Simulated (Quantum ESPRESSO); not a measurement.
# InP (F-43m) under biaxial strain: a fit and a test

Aim: strain and stress coefficients of the optical modes of InP (F-43m) under biaxial strain in the (001) plane.

Calculated with Quantum ESPRESSO 7.5; DFT LDA, scalar-relativistic, plane waves, PseudoDojo norm-conserving pseudopotentials.

The database entry behind the starting cell differs from later determinations by our own check (0.1 to 0.3 % short, probably kX units), so it need not match the best structure at ambient conditions.

## 1. The relaxed structure

Symmetry: F-43m, No. 216, cubic system. Conventional cell: a = 5.823 Å, b = 5.823 Å, c = 5.823 Å, α = 90.00°, β = 90.00°, γ = 90.00°. Nearest to In lie 4 P at 2.52 Å. Nearest to P lie 4 In at 2.52 Å. Farther neighbours are not listed.

As a file:

```xyz
2
Lattice="-2.9114 0.0000 2.9114 0.0000 2.9114 2.9114 -2.9114 2.9114 0.0000" Properties=species:S:1:pos:R:3 pbc="T T T"
In    0.0000    0.0000    0.0000
P    -1.4557    1.4557    1.4557
```

This is the cell after its relaxation at this level of theory, not the database cell from which that began.

## 2. Strained cells

The in-plane lattice vectors are held at a strain ε, as on a substrate; the length along z is set so that σ_zz vanishes; symmetry keeps the atoms on their sites. Modes are taken without the LO-TO term. Cutoff 77 Ry, k mesh 8×8×8 with shifts.

From the response at ε = -0.03:

Output:

```text
[banners, grids, parts of the stress and lines that vanish by symmetry left out]
Program PHONON v.7.5
     Reading xml data from directory:

[...]
Exchange-correlation= PW
                           (   1   4   0   0   0   0   0)
[...]
kinetic-energy cut-off    =      77.0000  Ry
     charge density cut-off    =     308.0000  Ry
     convergence threshold     =      1.0E-18
[...]
Exchange-correlation= PW
                           (   1   4   0   0   0   0   0)
[...]
q = (   0.0000000   0.0000000   0.0000000 )
      9 Sym.Ops. (with q -> -q+G )
     G cutoff =  474.1096  (  29479 G-vectors)     FFT grid: ( 45, 45, 45)
     number of k points=   144
[...]
Mode symmetry, D_2d (-42m) point group:
[...]
Dielectric constant
[...]
End of electric fields calculation
          Dielectric constant in cartesian axis
          (      11.185144803      -0.000000000      -0.000000000 )
          (      -0.000000000      11.185144803      -0.000000000 )
          (      -0.000000000       0.000000000      11.530271761 )
          Effective charges (d Force / dE) in cartesian axis without acoustic sum rule applied (asr)
           atom    1  In    Mean Z*:        2.43148
      Ex  (        2.35252       -0.00000        0.00000 )
      Ey  (       -0.00000        2.35252        0.00000 )
      Ez  (        0.00000        0.00000        2.58940 )
           atom    2  P     Mean Z*:       -2.43236
      Ex  (       -2.35319        0.00000        0.00000 )
      Ey  (        0.00000       -2.35319        0.00000 )
      Ez  (        0.00000       -0.00000       -2.59069 )
          Effective charges Sum: Mean:       -0.00088
[...]
Effective charges (d Force / dE) in cartesian axis with asr applied:
           atom    1  In    Mean Z*:        2.43192
[...]
atom    2  P     Mean Z*:       -2.43192
[...]
Representation #   1 mode #   1
[...]
End of self-consistent calculation
     Convergence has been achieved
     Representation #   2 mode #   2
[...]
End of self-consistent calculation
     Convergence has been achieved
     Representation #   3 modes #   3   4
[...]
End of self-consistent calculation
     Convergence has been achieved
     Representation #   4 modes #   5   6
[...]
End of self-consistent calculation
     Convergence has been achieved
[...]
Dielectric constant in cartesian axis
          (      11.185144803      -0.000000000      -0.000000000 )
          (      -0.000000000      11.185144803      -0.000000000 )
          (      -0.000000000       0.000000000      11.530271761 )
          Effective charges (d Force / dE) in cartesian axis without acoustic sum rule applied (asr)
           atom    1  In    Mean Z*:        2.43148
      Ex  (        2.35252       -0.00000        0.00000 )
      Ey  (       -0.00000        2.35252        0.00000 )
      Ez  (        0.00000        0.00000        2.58940 )
           atom    2  P     Mean Z*:       -2.43236
      Ex  (       -2.35319        0.00000        0.00000 )
      Ey  (        0.00000       -2.35319        0.00000 )
      Ez  (        0.00000       -0.00000       -2.59069 )
          Effective charges Sum: Mean:       -0.00088
[...]
Effective charges (d Force / dE) in cartesian axis with asr applied:
           atom    1  In    Mean Z*:        2.43192
[...]
atom    2  P     Mean Z*:       -2.43192
[...]
q = (    0.000000000   0.000000000   0.000000000 )
[...]
freq (    1) =       0.053842 [THz] =       1.795960 [cm-1]
     freq (    2) =       0.053842 [THz] =       1.795960 [cm-1]
     freq (    3) =       0.055734 [THz] =       1.859094 [cm-1]
     freq (    4) =       9.317363 [THz] =     310.793786 [cm-1]
     freq (    5) =       9.317363 [THz] =     310.793786 [cm-1]
     freq (    6) =       9.617930 [THz] =     320.819620 [cm-1]
[...]
Mode symmetry, D_2d (-42m) point group:
     freq (   1-   2) =          1.8  [cm-1]   --> E    X_5  W_3   I+R
     freq (   3-   3) =          1.9  [cm-1]   --> B_2  X_3  W_2   I+R
     freq (   4-   5) =        310.8  [cm-1]   --> E    X_5  W_3   I+R
     freq (   6-   6) =        320.8  [cm-1]   --> B_2  X_3  W_2   I+R

   JOB DONE.
```

The run at ε = 0.01 is held back.

| ε | ε_zz | σ_xx (GPa, tension positive) | singlet (cm⁻¹) | doublet (cm⁻¹) |
| --- | --- | --- | --- | --- |
| -0.03 | 0.0328 | -3.09 | 320.82 | 310.79 |
| -0.02 | 0.0220 | -2.00 | 315.13 | 308.85 |
| -0.01 | 0.0110 | -0.97 | 309.60 | 306.67 |
| 0 | 0.0000 | 0.00 | 304.15 | 304.15 |
| 0.01 | -0.0112 | 0.92 | held back | held back |
| 0.02 | -0.0226 | 1.77 | 293.70 | 298.39 |
| 0.03 | -0.0346 | 2.57 | 288.74 | 295.25 |

## 3. The fit

Parabolas ω = ω₀ + a ε + b ε² through the other rows:

| mode | ω₀ (cm⁻¹) | a (cm⁻¹) | b (cm⁻¹) |
| --- | --- | --- | --- |
| singlet | 304.2 | -535 | 688 |
| doublet | 304.2 | -260 | -1274 |

The biaxial modulus, the linear term of σ_xx, is 94 GPa, so the singlet mode moves by a/M = -5.7 cm⁻¹ a GPa of tensile stress. The ratio −ε_zz/ε near zero is 1.12. For ε = 0.01 the fits predict 298.87 and 301.43 cm⁻¹.

## 4. The run that was held back

Output:

```text
[banners, grids, parts of the stress and lines that vanish by symmetry left out]
[banner, memory and clock lines left out]
Program PHONON v.7.5

[...]
Exchange-correlation= PW
                           (   1   4   0   0   0   0   0)
[...]
kinetic-energy cut-off    =      77.0000  Ry
     charge density cut-off    =     308.0000  Ry
     convergence threshold     =      1.0E-18
[...]
Exchange-correlation= PW
                           (   1   4   0   0   0   0   0)
[...]
q = (   0.0000000   0.0000000   0.0000000 )
      9 Sym.Ops. (with q -> -q+G )
     G cutoff =  471.7855  (  30611 G-vectors)     FFT grid: ( 45, 45, 45)
     number of k points=   144
[...]
Mode symmetry, D_2d (-42m) point group:
[...]
Dielectric constant
[...]
End of electric fields calculation
          Dielectric constant in cartesian axis
          (      11.736757998      -0.000000000       0.000000000 )
          (       0.000000000      11.736757998      -0.000000000 )
          (       0.000000000      -0.000000000      11.621807987 )
          Effective charges (d Force / dE) in cartesian axis without acoustic sum rule applied (asr)
           atom    1  In    Mean Z*:        2.47604
      Ex  (        2.50426        0.00000        0.00000 )
      Ey  (       -0.00000        2.50426        0.00000 )
      Ez  (        0.00000        0.00000        2.41958 )
           atom    2  P     Mean Z*:       -2.47710
      Ex  (       -2.50561       -0.00000       -0.00000 )
      Ey  (       -0.00000       -2.50561       -0.00000 )
      Ez  (       -0.00000       -0.00000       -2.42008 )
[...]
Convergence has been achieved
     Representation #   4 modes #   5   6
[...]
End of self-consistent calculation
     Convergence has been achieved
[...]
Dielectric constant in cartesian axis
          (      11.736757998      -0.000000000       0.000000000 )
          (       0.000000000      11.736757998      -0.000000000 )
          (       0.000000000      -0.000000000      11.621807987 )
          Effective charges (d Force / dE) in cartesian axis without acoustic sum rule applied (asr)
           atom    1  In    Mean Z*:        2.47604
      Ex  (        2.50426        0.00000        0.00000 )
      Ey  (       -0.00000        2.50426        0.00000 )
      Ez  (        0.00000        0.00000        2.41958 )
           atom    2  P     Mean Z*:       -2.47710
      Ex  (       -2.50561       -0.00000       -0.00000 )
      Ey  (       -0.00000       -2.50561       -0.00000 )
      Ez  (       -0.00000       -0.00000       -2.42008 )
          Effective charges Sum: Mean:       -0.00107
[...]
Effective charges (d Force / dE) in cartesian axis with asr applied:
           atom    1  In    Mean Z*:        2.47657
[...]
atom    2  P     Mean Z*:       -2.47657
[...]
q = (    0.000000000   0.000000000   0.000000000 )
[...]
freq (    1) =      -0.040469 [THz] =      -1.349887 [cm-1]
     freq (    2) =      -0.039532 [THz] =      -1.318639 [cm-1]
     freq (    3) =      -0.039532 [THz] =      -1.318639 [cm-1]
     freq (    4) =       8.959305 [THz] =     298.850256 [cm-1]
     freq (    5) =       9.035203 [THz] =     301.381925 [cm-1]
     freq (    6) =       9.035203 [THz] =     301.381925 [cm-1]
[...]
Mode symmetry, D_2d (-42m) point group:
     freq (   1-   1) =         -1.3  [cm-1]   --> B_2  X_3  W_2   I+R
     freq (   2-   3) =         -1.3  [cm-1]   --> E    X_5  W_3   I+R
     freq (   4-   4) =        298.9  [cm-1]   --> B_2  X_3  W_2   I+R
     freq (   5-   6) =        301.4  [cm-1]   --> E    X_5  W_3   I+R
```

It gives 298.85 and 301.38 cm⁻¹.

## 5. Results

```
strain coefficient of the singlet mode : -535 cm⁻¹
strain coefficient of the doublet mode : -260 cm⁻¹
biaxial modulus                        : 94.4 GPa
```

One per cent of tensile strain moves the singlet mode of InP (F-43m) by -5.4 cm⁻¹ and the doublet mode by -2.6 cm⁻¹; the fits miss the run held back by up to 0.05 cm⁻¹. At 3 % strain the quadratic term is 4 % of the linear one for the singlet mode and 15 % for the doublet mode. In a polar crystal the line seen along z is the LO mode, whose shift differs. These are harmonic values at zero temperature, without the LO-TO term, for a homogeneous, dislocation-free layer.

[Host names and launcher messages were left out of these logs when they were recorded.]

[Logs are printed without paths, hosts, clocks, repeated set-up lines and the standing remarks that a program may print on its own settings, such as how far it seeks lower states.]

[Hosts, paths, dates, database ids (printed as entryN), source tags and the programs' standing remarks are cut or masked in the printed files.]
